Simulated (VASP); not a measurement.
# TiTe2 (P-3m1) in VASP: notebook

Runs on TiTe2. Level: PBE. Tasks: single point.

All numbers are computed with VASP 6.6.1; they aren't measurements. Logs are shortened: lines on timing, memory, paths and dates and some standing lists are left out, and cuts for length are marked.

### 1 The crystal as given

The structure is trigonal, space group P-3m1 (No. 164). The conventional cell has a = 3.777 Å, b = 3.777 Å, c = 6.498 Å, α = 90.00°, β = 90.00°, γ = 120.00°. Te (site symmetry 3m) is surrounded by 3 Ti at 2.77 Å. Ti (site symmetry -3m) is surrounded by 6 Te at 2.77 Å.

### 2 Single point, PBE

INCAR

```
SYSTEM = TiTe2
PREC     = Accurate       ! precision mode
ENCUT    = 520            ! plane-wave cutoff, eV
EDIFF    = 1E-6           ! SCF threshold, eV
ISMEAR   = -1             ! smearing method
SIGMA    = 0.05           ! smearing width, eV
LREAL    = .False.        ! projectors in reciprocal space
LASPH    = .True.         ! aspherical terms in the spheres
NELM     = 100            ! most SCF steps
ALGO     = Fast           ! electronic algorithm
ISIF     = 2              ! what is computed and relaxed
LWAVE    = .False.        ! write WAVECAR
LCHARG   = .False.        ! write CHGCAR
GGA      = PE             ! functional
NBANDS   = 19             ! bands
```

KPOINTS

```
regular mesh
0
Gamma
  8 8 4
  0 0 0
```

POSCAR

```
TiTe2
1.0
    3.7770000000      0.0000000000      0.0000000000
   -1.8885000000      3.2709779501      0.0000000000
    0.0000000000      0.0000000000      6.4980000000
Te Ti
2 1
Direct
    0.3333333333      0.6666666667      0.7372000000
    0.6666666667      0.3333333333      0.2628000000
    0.0000000000      0.0000000000      0.0000000000
```

Potentials or basis: VASP PAW PBE potentials, release 64 (Te, Ti_sv).

On the command line:

```sh
> cat potpaw_PBE.64/Te/POTCAR potpaw_PBE.64/Ti_sv/POTCAR > POTCAR
> mpirun -np 1 vasp_std > vasp.out
```

OUTCAR:

```text
SYSTEM = TiTe2
   PREC = Accurate
   ENCUT = 520
   EDIFF = 1E-6
   ISMEAR = -1
   LREAL = .False.
   LASPH = .True.
   NELM = 100
   ISIF = 2
   GGA = PE

 ion  position               nearest neighbor table
   1  0.333  0.667  0.737-   3 2.77   3 2.77   3 2.77
   2  0.667  0.333  0.263-   3 2.77   3 2.77   3 2.77
   3  0.000  0.000  0.000-   1 2.77   2 2.77   2 2.77   1 2.77   2 2.77   1 2.77

  LATTYP: Found a hexagonal cell.
 ALAT       =     3.7770000000
 C/A-ratio  =     1.7204130262

  Lattice vectors:

 A1 = (   3.7770000000,   0.0000000000,   0.0000000000)
 A2 = (  -1.8885000000,   3.2709779501,   0.0000000000)
 A3 = (   0.0000000000,   0.0000000000,   6.4980000000)

Analysis of symmetry for initial positions (statically):
=====================================================================
 Subroutine PRICEL returns:
 Original cell was already a primitive cell.

 Routine SETGRP: Setting up the symmetry group for a
 hexagonal supercell.

 Subroutine GETGRP returns: Found 12 space group operations
 (whereof 12 operations were pure point group operations)
 out of a pool of 24 trial point group operations.

The static configuration has the point symmetry D_3d.

Analysis of symmetry for dynamics (positions and initial velocities):
=====================================================================
 Subroutine PRICEL returns:
 Original cell was already a primitive cell.

 Routine SETGRP: Setting up the symmetry group for a
 hexagonal supercell.

 Subroutine GETGRP returns: Found 12 space group operations
 (whereof 12 operations were pure point group operations)
 out of a pool of 24 trial point group operations.

The dynamic configuration has the point symmetry D_3d.

 Subroutine INISYM returns: Found 12 space group operations
 (whereof 12 operations are pure point group operations),
 and found     1 'primitive' translations

----------------------------------------------------------------------------------------

                                     Primitive cell

  volume of cell :      80.2794

  direct lattice vectors                    reciprocal lattice vectors
     3.777000000  0.000000000  0.000000000     0.264760392  0.152859484  0.000000000
    -1.888500000  3.270977950  0.000000000     0.000000000  0.305718967  0.000000000
     0.000000000  0.000000000  6.498000000     0.000000000  0.000000000  0.153893506

  length of vectors
     3.777000000  3.777000000  6.498000000     0.305718967  0.305718967  0.153893506

  position of ions in fractional coordinates (direct lattice)
     0.333333333  0.666666667  0.737200000
     0.666666667  0.333333333  0.262800000
     0.000000000  0.000000000  0.000000000

  ion indices of the primitive-cell ions
   primitive index   ion index
                 1           1
                 2           2
                 3           3

----------------------------------------------------------------------------------------

 KPOINTS: regular mesh

Automatic generation of k-mesh.
 Grid dimensions read from file:
 generate k-points for:    8    8    4

 Generating k-lattice:

  Cartesian coordinates                     Fractional coordinates (reciprocal lattice)
     0.033095049  0.019107435  0.000000000     0.125000000 -0.000000000  0.000000000
     0.000000000  0.038214871  0.000000000     0.000000000  0.125000000  0.000000000
     0.000000000  0.000000000  0.038473376     0.000000000  0.000000000  0.250000000

  Length of vectors
     0.038214871  0.038214871  0.038473376

  Shift w.r.t. Gamma in fractional coordinates (k-lattice)
     0.000000000  0.000000000  0.000000000

 Subroutine IBZKPT returns following result:
 ===========================================

 Found     35 irreducible k-points:

 Following reciprocal coordinates:
            Coordinates               Weight
  0.000000  0.000000  0.000000      1.000000
  0.125000  0.000000  0.000000      6.000000
  0.250000  0.000000  0.000000      6.000000
  0.375000  0.000000  0.000000      6.000000
  0.500000  0.000000  0.000000      3.000000
  0.125000  0.125000  0.000000      6.000000
[... 16 lines left out ...]
 -0.125000  0.500000  0.250000     12.000000
  0.250000  0.250000  0.250000     12.000000
 [... further k-points ...]
   k-points           NKPTS =     35   k-points in BZ     NKDIM =     35   number of bands    NBANDS=     19
   number of dos      NEDOS =    301   number of ions     NIONS =      3
   total plane-waves  NPLWV =  37632
   dimension x,y,z NGX =    28 NGY =   28 NGZ =   48
   dimension x,y,z NGXF=    56 NGYF=   56 NGZF=   96
   ions per type =               2   1
   NGX,Y,Z   is equivalent  to a cutoff of  12.32, 12.32, 12.28 a.u.
   NGXF,Y,Z  is equivalent  to a cutoff of  24.65, 24.65, 24.56 a.u.
 SYSTEM =  TiTe2
   PREC   = accura    normal or accurate (medium, high low for compatibility)
   ISTART =      0    job   : 0-new  1-cont  2-samecut
   ICHARG =      2    charge: 1-file 2-atom 10-const
   ISPIN  =      1    spin polarized calculation?
   LNONCOLLINEAR =      F non collinear calculations
   LSORBIT =      F    spin-orbit coupling
   LASPH  =      T    aspherical Exc in radial PAW
   ENCUT  =  520.0 eV  38.22 Ry    6.18 a.u.   7.02  7.02 12.08*2*pi/ulx,y,z
   NELM   =    100;   NELMIN=  2; NELMDL= -5     # of ELM steps
   EDIFF  = 0.1E-05   stopping-criterion for ELM
   LREAL  =      F    real-space projection
   EDIFFG = 0.1E-04   stopping-criterion for IOM
   NSW    =      0    number of steps for IOM
   IBRION =     -1    ionic relax: 0-MD 1-quasi-New 2-CG
   NFREE  =      0    steps in history (QN), initial steepest desc. (CG)
   ISIF   =      2    stress and relaxation
   ISYM   =      2    0-nonsym 1-usesym 2-fastsym
   POTIM  = 0.5000    time-step for ionic-motion
   TEBEG  =    0.0;   TEEND  =   0.0 temperature during run
   PSTRESS=    0.0 pullay stress
   NELECT =      24.0000    total number of electrons
   NUPDOWN=      -1.0000    fix difference up-down
   EMIN   =  10.00;   EMAX   =-10.00  energy-range for DOS
   EFERMI =   0.00;   METHOD = LEGACY
   ISMEAR =    -1;   SIGMA  =   0.05  broadening in eV -4-tet -1-fermi 0-gaus
   EFERMI_NEDOS =   21; number of points for ismear=-14 and -15
   IALGO  =     68    algorithm
   IMIX   =      4    mixing-type and parameters
     AMIX     =   0.40;   BMIX     =  1.00
     AMIX_MAG =   1.60;   BMIX_MAG =  1.00
  volume/ion in A,a.u.               =      26.76       180.58
  Fermi-wavevector in a.u.,A,eV,Ry     =   1.094655  2.068597 16.303438  1.198269
  Thomas-Fermi vector in A             =   2.230964
   LORBIT       =      0    0 simple, 1 ext, 2 COOP (PROOUT), +10 PAW based schemes
   GGA     = PE    functional components
   LHFCALC =     F    Hartree Fock is set to
   AEXX    =    0.0000 exact exchange contribution
   IVDW    =     0    specifies the selected vdW correction
   LEPSILON=     F    determine dielectric tensor
   LRPA    =     F    only Hartree local field effects (RPA)
 non-spin polarized calculation
 RMM-DIIS sequential band-by-band and
  energy-cutoff  :      520.00
  volume of cell :       80.28
 maximum number of plane-waves:      2176
   NGX = 13   NGY = 13   NGZ = 25

 number of electron      23.9999998 magnetization

 Free energy of the ion-electron system (eV)
  ---------------------------------------------------
  ext. energy  EPLUGINS =         0.00000000
  ---------------------------------------------------
  free energy    TOTEN  =       -16.21542657 eV

  energy without entropy =      -16.20399040  energy(sigma->0) =      -16.20970848

 E-fermi :   6.8081     XC(G=0):  -9.8601

 val. band max:        6.7892322066   @ k =   0.1250   0.0000   0.2500
 cond. band min:       6.8396467390   @ k =   0.5000   0.0000   0.0000
 fundamental gap:      0.0504145324
 Fermi energy:         6.8080711958

 k-point     1 :       0.0000    0.0000    0.0000
  band No.  band energies     occupation
      1     -50.6634      2.00000
      2     -26.9198      2.00000
      3     -26.9198      2.00000
      4     -26.8834      2.00000
      5      -5.5825      2.00000
      6      -4.0797      2.00000
[... 11 lines left out ...]
     18      11.9236      0.00000
     19      12.7626      0.00000

 k-point     2 :       0.1250    0.0000    0.0000
  band No.  band energies     occupation
      1     -50.6630      2.00000
      2     -26.9260      2.00000
      3     -26.9213      2.00000
      4     -26.8820      2.00000
      5      -5.4109      2.00000
      6      -3.9923      2.00000
[... 11 lines left out ...]
     18      12.8258      0.00000
     19      13.5681      0.00000

 k-point     3 :       0.2500    0.0000    0.0000
  band No.  band energies     occupation
      1     -50.6620      2.00000
      2     -26.9407      2.00000
      3     -26.9247      2.00000
      4     -26.8786      2.00000
      5      -4.9317      2.00000
      6      -3.7748      2.00000
[... 11 lines left out ...]
     18      12.5733      0.00000
     19      13.3631      0.00000

 k-point     4 :       0.3750    0.0000    0.0000
  band No.  band energies     occupation
      1     -50.6609      2.00000
      2     -26.9554      2.00000
      3     -26.9280      2.00000
      4     -26.8752      2.00000
      5      -4.2811      2.00000
      6      -3.5853      2.00000
[... 11 lines left out ...]
     18      12.3238      0.00000
     19      12.5020      0.00000

 k-point     5 :       0.5000    0.0000    0.0000
  band No.  band energies     occupation
      1     -50.6605      2.00000
      2     -26.9615      2.00000
      3     -26.9294      2.00000
      4     -26.8738      2.00000
      5      -3.8236      2.00000
      6      -3.6310      2.00000
[... 11 lines left out ...]
     18      12.1562      0.00000
     19      12.4497      0.00000

 k-point     6 :       0.1250    0.1250    0.0000
  band No.  band energies     occupation
      1     -50.6623      2.00000
      2     -26.9357      2.00000
      3     -26.9244      2.00000
      4     -26.8796      2.00000
      5      -5.0848      2.00000
      6      -3.8382      2.00000
[... 11 lines left out ...]
     18      13.7924      0.00000
     19      13.8025      0.00000

 k-point     7 :       0.2500    0.1250    0.0000
  band No.  band energies     occupation
      1     -50.6612      2.00000
      2     -26.9489      2.00000
      3     -26.9293      2.00000
      4     -26.8762      2.00000
      5      -4.5136      2.00000
      6      -3.6214      2.00000
[... 11 lines left out ...]
     18      12.5185      0.00000
     19      13.4003      0.00000

 k-point     8 :       0.3750    0.1250    0.0000
  band No.  band energies     occupation
      1     -50.6605      2.00000
      2     -26.9581      2.00000
      3     -26.9328      2.00000
      4     -26.8738      2.00000
      5      -3.9166      2.00000
      6      -3.5450      2.00000
[... 256 lines left out ...]
 k-point    20 :       0.2500    0.1250    0.2500
  band No.  band energies     occupation
      1     -50.6612      2.00000
      2     -26.9489      2.00000
      3     -26.9293      2.00000
      4     -26.8762      2.00000
      5      -4.4188      2.00000
      6      -3.7475      2.00000
[... 11 lines left out ...]
     18      12.2518      0.00000
     19      13.1772      0.00000

 k-point    21 :      -0.1250    0.3750    0.2500
  band No.  band energies     occupation
      1     -50.6612      2.00000
      2     -26.9489      2.00000
      3     -26.9293      2.00000
      4     -26.8762      2.00000
      5      -4.3828      2.00000
      6      -3.8000      2.00000
[... 11 lines left out ...]
     18      12.3283      0.00000
     19      13.4361      0.00000

 k-point    22 :       0.3750    0.1250    0.2500
  band No.  band energies     occupation
      1     -50.6605      2.00000
      2     -26.9581      2.00000
      3     -26.9328      2.00000
      4     -26.8738      2.00000
      5      -3.9127      2.00000
      6      -3.5334      2.00000
[... 11 lines left out ...]
     18      11.9588      0.00000
     19      12.8458      0.00000

 k-point    23 :      -0.1250    0.5000    0.2500
  band No.  band energies     occupation
      1     -50.6605      2.00000
      2     -26.9581      2.00000
      3     -26.9328      2.00000
      4     -26.8738      2.00000
      5      -3.8216      2.00000
      6      -3.6424      2.00000
[... 11 lines left out ...]
     18      11.6432      0.00000
     19      13.1260      0.00000

 k-point    24 :       0.2500    0.2500    0.2500
  band No.  band energies     occupation
      1     -50.6605      2.00000
      2     -26.9535      2.00000
      3     -26.9375      2.00000
      4     -26.8738      2.00000
      5      -3.9109      2.00000
      6      -3.5617      2.00000
[... 11 lines left out ...]
     18      12.0876      0.00000
     19      12.8456      0.00000

 [... further k-points ...]

------------------------ aborting loop because EDIFF is reached ----------------------------------------

  FORCE on cell =-STRESS in cart. coord.  units (eV):
  Direction    XX          YY          ZZ          XY          YZ          ZX
  --------------------------------------------------------------------------------------
  -------------------------------------------------------------------------------------
  Total        0.3573466      0.3573466      0.6452009      0.0000000      0.0000000     -0.0000000
  in kB        7.1317474      7.1317474     12.8766011      0.0000000      0.0000000     -0.0000000
  external PRESSURE =       9.0466986 kB  Pullay stress =       0.0000000 kB

 VOLUME and BASIS-vectors are now :
 -----------------------------------------------------------------------------
  energy-cutoff  :      520.00
  volume of cell :       80.28
      direct lattice vectors                 reciprocal lattice vectors
     3.777000000  0.000000000  0.000000000     0.264760392  0.152859484  0.000000000
    -1.888500000  3.270977950  0.000000000     0.000000000  0.305718967  0.000000000
     0.000000000  0.000000000  6.498000000     0.000000000  0.000000000  0.153893506

 POSITION                                       TOTAL-FORCE (eV/Angst)
 -----------------------------------------------------------------------------------
     -0.00000      2.18065      4.79033         0.000000     -0.000000     -0.022088
      1.88850      1.09033      1.70767        -0.000000      0.000000      0.022088
      0.00000      0.00000      0.00000         0.000000      0.000000      0.000000
 -----------------------------------------------------------------------------------
    total drift:                                0.000000     -0.000000      0.000000

  FREE ENERGIE OF THE ION-ELECTRON SYSTEM (eV)
  ---------------------------------------------------
  free  energy   TOTEN  =       -16.2154265660 eV

  energy  without entropy=      -16.2039904005  energy(sigma->0) =      -16.20970848
```

It took 67 s on 1 thread of Intel Xeon Platinum 8488C (Sapphire Rapids), shared host; peak memory 0.21 GiB.

What came out:

```yaml
Free_energy: -16.2154 eV
Pressure: 0.9 GPa
Largest_force: 0.022 eV/Å
Band_gap_on_the_k_mesh: none (metal or under the smearing width)
```

Forces on the atoms (eV/Å):
```
Te   0.000  0.000 -0.022
Te   0.000  0.000  0.022
Ti   0.000  0.000  0.000
```

Levels at points of the mesh, in eV from the Fermi level:
| k point | band 8 | band 9 | band 10 | band 11 | band 12 | band 13 | band 14 | band 15 | band 16 | band 17 |
| --- | --- | --- | --- | --- | --- | --- | --- | --- | --- | --- |
| (0.00, 0.00, 0.00) | -1.67 | -1.67 | 0.36 | 0.40 | 0.40 | 0.59 | 1.08 | 1.08 | 3.07 | 3.07 |
| (0.50, 0.00, 0.00) | -3.68 | -2.70 | -2.38 | -1.74 | -1.12 | 0.03 | 1.15 | 1.49 | 2.42 | 3.35 |
| (0.00, 0.00, 0.50) | -2.63 | -1.60 | -1.60 | 0.39 | 0.39 | 0.77 | 0.77 | 1.03 | 3.50 | 3.50 |
| (0.50, 0.00, 0.50) | -4.53 | -2.40 | -2.01 | -0.97 | -0.60 | -0.26 | 1.15 | 1.47 | 2.62 | 3.50 |

Caveat: this functional lacks dispersion, which binds the layers, so the pressure and a relaxed spacing across them are unreliable.

(Part 1 of 2 ends here.)
